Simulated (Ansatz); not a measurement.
# CuAu (P4/mmm) in Ansatz: reference runs, part 2 of 2

Ansatz 0.2.0. Earlier steps stand in the parts before.

## (4) Single point, PBEsol, 13.68 Å³/atom (volume scaled by 0.94)

Contents of input.yaml:

```yaml
crystal:
  lattice:
    - [2.7533711214, 0.0, 0.0]
    - [0.0, 2.7533711214, 0.0]
    - [0.0, 0.0, 3.6097748106]
  atoms:
    - { symbol: Au, position: [0.0, 0.0, 0.0] }
    - { symbol: Cu, position: [0.5, 0.5, 0.5] }
hamiltonian:
  xc: pbesol
  pseudopotentials: { kind: paw }
kpoints:
  mp_grid: { grid: [9, 9, 7] }
scf:
  occupations: { method: fermi_dirac, width: 0.05 }
output:
  forces: true
  stress: true
  eigenvalues: true
```

Command:

```console
$ ansatz run input.yaml --threads 2 --pin off --max-ram 5632MiB --backend cpu --events-out ev --progress --plain --runs-dir out
```

Run time: 1.2 s. Hardware: 2 threads of Intel Xeon Platinum 8375C at 2.90GHz (Ice Lake), shared host; peak memory 0.4 GiB.

The run converged. Its results:

```yaml
Free_energy: -19595.9763 eV
Pressure: 7.2 GPa
Band_gap_on_the_k_mesh: none (metal or under the smearing width)
```

Caveat: the PAW data sets come from PBE, with cores solved anew for the run's functional, which leaves a small shift of forces and pressure.

## (5) Single point, PBEsol, 13.97 Å³/atom (volume scaled by 0.96)

input.yaml: that of step 4 with these lines changed.

```diff
@@ -2,5 +2,5 @@
   lattice:
-    - [2.7533711214, 0.0, 0.0]
-    - [0.0, 2.7533711214, 0.0]
-    - [0.0, 0.0, 3.6097748106]
+    - [2.7727616977, 0.0, 0.0]
+    - [0.0, 2.7727616977, 0.0]
+    - [0.0, 0.0, 3.6351965976]
   atoms:
```

Potentials or basis: Ansatz PAW.

Command:

```console
$ ansatz run input.yaml --threads 2 --pin off --max-ram 5632MiB --backend cpu --events-out ev --progress --plain --runs-dir out
```

The log of the run:

```text
Warning: RAYON_NUM_THREADS=2 ignored (pool sized by the plan → 2); use --threads N
Engine: ansatz 0.2.0, x86_64-unknown-linux-gnu
Pseudopotentials: kind: paw
Pseudopotential: Au, paw, valence charge 19, recommended cutoff 420 eV (normal), Au.paw.azcp
Pseudopotential: Cu, paw, valence charge 19, recommended cutoff 420 eV (normal), Cu.paw.azcp
Functional definition: PBEsol
  exchange = pbesol_x
  correlation = pbesol_c
Crystal: 2 atoms, lattice volume = 27.948 Å³
Basis set: ecut = 420 eV, 545 PW (Γ), exchange–correlation on 40×40×50 points (8 copies of the dense FFT grid, shifted against one another)
Bands: 23, of which v1, the nominal top of the filled ones, is band 19 counted from 1 (18 counted from 0)
[... 42 lines left out ...]
  E_core_change = 0.515681  (= ΣΔE_core)
  E_smearing   = -0.003622  (= −TS)
  E_closure    = -0.000000  (closes the sum)
  Σ components = -19595.994711   (vs F -19595.994711, Δ=0.00e0)
--- Forces (eV/Å), atoms counted from 1 ---
  atom   1  Au    -0.00000000     0.00000000     0.00000000
  atom   2  Cu     0.00000000     0.00000000     0.00000000
  max |Σ_I F_I| component: 9.90e-29 eV/Å
--- Stress (GPa, compression-positive) ---
        3.281488       0.000000       0.000000
        0.000000       3.281488       0.000000
        0.000000       0.000000       2.415477
  P = ⅓ Tr σ = 2.9928 GPa (29.928 kbar)
--- Band table (eV; the first three rows and the last of 60) ---
  k-point 0: bands = ["-92.2068", "-86.1976", "-49.7497", "-49.7333", "-49.7333", "-37.5735", "-37.5061", "-37.5061", "9.5954", "12.8909", "13.0461", "15.6199", "15.6199", "16.7761", "16.8864", "17.6455", "18.1329", "18.3735", "18.3735", "21.8100", "28.2137", "29.9530", "29.9530"]
  k-point 1: bands = ["-92.2068", "-86.1976", "-49.7498", "-49.7333", "-49.7333", "-37.5748", "-37.5061", "-37.5061", "9.8510", "12.9390", "13.1348", "15.6742", "15.6742", "16.8120", "16.8198", "17.5693", "18.0829", "18.2041", "18.2041", "20.4444", "29.9590", "30.4565", "30.4565"]
  k-point 2: bands = ["-92.2069", "-86.1976", "-49.7499", "-49.7332", "-49.7332", "-37.5779", "-37.5061", "-37.5061", "10.5472", "13.0540", "13.3541", "15.8215", "15.8215", "16.6385", "16.9331", "17.3047", "17.8147", "17.8147", "17.9554", "18.2626", "31.8396", "31.8396", "33.2132"]
  k-point 59: bands = ["-92.2041", "-86.1832", "-49.7525", "-49.7524", "-49.7464", "-37.6683", "-37.6681", "-37.5473", "12.9548", "13.7852", "13.8617", "15.8107", "16.4593", "16.4611", "16.8872", "17.6459", "18.0927", "18.1406", "23.3904", "24.9991", "25.2106", "26.1531", "27.3411"]
```

Run time: 1.3 s. Hardware: 2 threads of Intel Xeon Platinum 8375C at 2.90GHz (Ice Lake), shared host; peak memory 0.39 GiB.

What came out:

| Item | Value |
| --- | --- |
| Free energy | -19595.9947 eV |
| Pressure | 3.0 GPa |
| Band gap on the k mesh | none (metal or under the smearing width) |

Caveat: the PAW data sets come from PBE, with cores solved anew for the run's functional, which leaves a small shift of forces and pressure.

## (6) Single point, PBEsol, 14.27 Å³/atom (volume scaled by 0.98)

input.yaml: that of step 5 with these lines changed.

```diff
@@ -2,5 +2,5 @@
   lattice:
-    - [2.7727616977, 0.0, 0.0]
-    - [0.0, 2.7727616977, 0.0]
-    - [0.0, 0.0, 3.6351965976]
+    - [2.7918847965, 0.0, 0.0]
+    - [0.0, 2.7918847965, 0.0]
+    - [0.0, 0.0, 3.6602677112]
   atoms:
```

Potentials or basis: Ansatz PAW.

Command:

```console
$ ansatz run input.yaml --threads 2 --pin off --max-ram 5632MiB --backend cpu --events-out ev --progress --plain --runs-dir out
```

Run time: 1.2 s. Hardware: 2 threads of Intel Xeon Platinum 8375C at 2.90GHz (Ice Lake), shared host; peak memory 0.39 GiB.

The run converged. Its results:

| Item | Value |
| --- | --- |
| Free energy | -19595.9987 eV |
| Pressure | -0.7 GPa |
| Band gap on the k mesh | none (metal or under the smearing width) |

Caveat: the PAW data sets come from PBE, with cores solved anew for the run's functional, which leaves a small shift of forces and pressure.

## (7) Single point, PBEsol, 14.56 Å³/atom

input.yaml: that of step 6 with these lines changed.

```diff
@@ -2,5 +2,5 @@
   lattice:
-    - [2.7918847965, 0.0, 0.0]
-    - [0.0, 2.7918847965, 0.0]
-    - [0.0, 0.0, 3.6602677112]
+    - [2.8107494552, 0.0, 0.0]
+    - [0.0, 2.8107494552, 0.0]
+    - [0.0, 0.0, 3.685]
   atoms:
```

Command:

```console
$ ansatz run input.yaml --threads 2 --pin off --max-ram 5632MiB --backend cpu --events-out ev --progress --plain --runs-dir out
```

Wall time 1.1 s (2 threads of Intel Xeon Platinum 8375C at 2.90GHz (Ice Lake), shared host); peak memory 0.39 GiB.

Results (log left out):

```yaml
Free_energy: -19595.9901 eV
Pressure: -4.0 GPa
Band_gap_on_the_k_mesh: none (metal or under the smearing width)
```

Caveat: the PAW data sets come from PBE, with cores solved anew for the run's functional, which leaves a small shift of forces and pressure.

## (8) Single point, PBEsol, 14.85 Å³/atom (volume scaled by 1.02)

input.yaml: that of step 7 with these lines changed.

```diff
@@ -2,5 +2,5 @@
   lattice:
-    - [2.8107494552, 0.0, 0.0]
-    - [0.0, 2.8107494552, 0.0]
-    - [0.0, 0.0, 3.685]
+    - [2.8293642325, 0.0, 0.0]
+    - [0.0, 2.8293642325, 0.0]
+    - [0.0, 0.0, 3.7094046847]
   atoms:
```

Command:

```console
$ ansatz run input.yaml --threads 2 --pin off --max-ram 5632MiB --backend cpu --events-out ev --progress --plain --runs-dir out
```

Run time: 1.1 s. Hardware: 2 threads of Intel Xeon Platinum 8375C at 2.90GHz (Ice Lake), shared host; peak memory 0.36 GiB.

Results (log left out):

- Free energy: -19595.9704 eV
- Pressure: -6.8 GPa
- Band gap on the k mesh: none (metal or under the smearing width)

Caveat: the PAW data sets come from PBE, with cores solved anew for the run's functional, which leaves a small shift of forces and pressure.

## (9) Single point, PBEsol, 15.14 Å³/atom (volume scaled by 1.04)

input.yaml: that of step 8 with these lines changed.

```diff
@@ -2,5 +2,5 @@
   lattice:
-    - [2.8293642325, 0.0, 0.0]
-    - [0.0, 2.8293642325, 0.0]
-    - [0.0, 0.0, 3.7094046847]
+    - [2.8477372423, 0.0, 0.0]
+    - [0.0, 2.8477372423, 0.0]
+    - [0.0, 0.0, 3.7334924031]
   atoms:
```

Potentials or basis: Ansatz PAW.

Command:

```console
$ ansatz run input.yaml --threads 2 --pin off --max-ram 5632MiB --backend cpu --events-out ev --progress --plain --runs-dir out
```

Wall time 1.2 s (2 threads of Intel Xeon Platinum 8375C at 2.90GHz (Ice Lake), shared host); peak memory 0.4 GiB.

Results (log left out):

```
Free energy            : -19595.9411 eV
Pressure               : -9.3 GPa
Band gap on the k mesh : none (metal or under the smearing width)
```

Caveat: the PAW data sets come from PBE, with cores solved anew for the run's functional, which leaves a small shift of forces and pressure.

## (10) Single point, PBEsol, 15.43 Å³/atom (volume scaled by 1.06)

input.yaml: that of step 9 with these lines changed.

```diff
@@ -2,5 +2,5 @@
   lattice:
-    - [2.8477372423, 0.0, 0.0]
-    - [0.0, 2.8477372423, 0.0]
-    - [0.0, 0.0, 3.7334924031]
+    - [2.8658761851, 0.0, 0.0]
+    - [0.0, 2.8658761851, 0.0]
+    - [0.0, 0.0, 3.7572732506]
   atoms:
@@ -19 +19,5 @@
   eigenvalues: true
+  write_density: true
+  write_potential: true
+  elf: true
+  volumetric_format: npy
```

Command:

```console
$ ansatz run input.yaml --threads 2 --pin off --max-ram 5632MiB --backend cpu --events-out ev --progress --plain --runs-dir out
```

Wall time 1.6 s (2 threads of Intel Xeon Platinum 8375C at 2.90GHz (Ice Lake), shared host); peak memory 0.39 GiB.

Results (log left out):

```yaml
Free_energy: -19595.9033 eV
Pressure: -11.4 GPa
Band_gap_on_the_k_mesh: none (metal or under the smearing width)
```

Caveat: the PAW data sets come from PBE, with cores solved anew for the run's functional, which leaves a small shift of forces and pressure.

## (11) Equation of state, PBEsol

No new run: the results of the series are fitted here.

What came out:

```
Equilibrium volume                        : 14.21 Å³/atom
Bulk modulus at fixed shape and positions : 174 GPa
Pressure derivative of the bulk modulus   : 5.5
```

Energy against volume, from the lowest point:
```csv
volume (Å³/atom),energy (meV/atom)
13.683,11.19
13.974,1.99
14.265,0.00
14.556,4.32
14.847,14.15
15.139,28.81
15.430,47.68
```

Caveat: the cell was scaled at fixed shape and fractional positions, which overstates the stiffness of a crystal with free parameters, most of all of layers and chains.

## (12) Overview

```csv
task,cell,gap on the mesh (eV),pressure (GPa)
single point,as given,none,-4.0
single point,"atoms moved at random, drawn with an rms of 0.05 Å",none,-3.8
equation of state,as given,-,-
```

Alike in all rows: level PBEsol; potentials or basis Ansatz PAW; no spin polarisation; k mesh 9 × 9 × 7; cutoff (eV) 420; smearing fermi-dirac 0.05 eV.

Caveats: the PAW data sets come from PBE, with cores solved anew for the run's functional, which leaves a small shift of forces and pressure (some runs); the cell was scaled at fixed shape and fractional positions, which overstates the stiffness of a crystal with free parameters, most of all of layers and chains (some runs).

Total energies depend on the potentials used, so only differences within one code and one set of settings carry meaning.
